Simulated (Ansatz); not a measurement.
Crystal: In.

```
In
1.0
    -1.88253    1.88253    1.88253
     1.88253   -1.88253    1.88253
     1.88253    1.88253   -1.88253
In
1
Direct
  0.00000 0.00000 0.00000
```

This isn't the form of In at room conditions, which is tetragonal.

* Program: Ansatz 0.2.0
* Task: relaxation of cell and atoms
* Functional: RPBE
* Potentials or basis: Ansatz PAW
* Cutoff: 420 eV (not typed: the program's choice for these potentials)
* k mesh: 10 × 10 × 10
* Occupations: fermi-dirac, width 0.05 eV
* Spin: no spin polarisation

At the start: volume 26.69 Å³/atom.

**Question.** Where does the relaxation end?

**Answer.** It ends after 5 steps and the volume is 29.15 Å³/atom (+9.2 %); space group Im-3m (No. 229, to 0.05 Å).

The path:
| step | energy change (eV) | largest force (eV/Å) | volume (Å³) |
| --- | --- | --- | --- |
| 1 | 0.0000 | 0.0000 | 26.69 |
| 2 | -0.0204 | 0.0000 | 28.52 |
| 3 | -0.0215 | 0.0000 | 29.06 |
| 4 | -0.0215 | 0.0000 | 29.15 |
| 5 | -0.0221 | 0.0000 | 29.15 |

Final structure:
```yaml
crystal:
  lattice:
    - [-1.93879, 1.93879, 1.93879]
    - [1.93879, -1.93879, 1.93879]
    - [1.93879, 1.93879, -1.93879]
  atoms:
    - { symbol: In, position: [0.00000, 0.00000, 0.00000] }
```

Caveat: the plane-wave basis is chosen anew once the cell has moved, so the energies of steps on either side of that aren't comparable; the PAW data sets come from PBE, with cores solved anew for the run's functional, which leaves a small shift of forces and pressure.
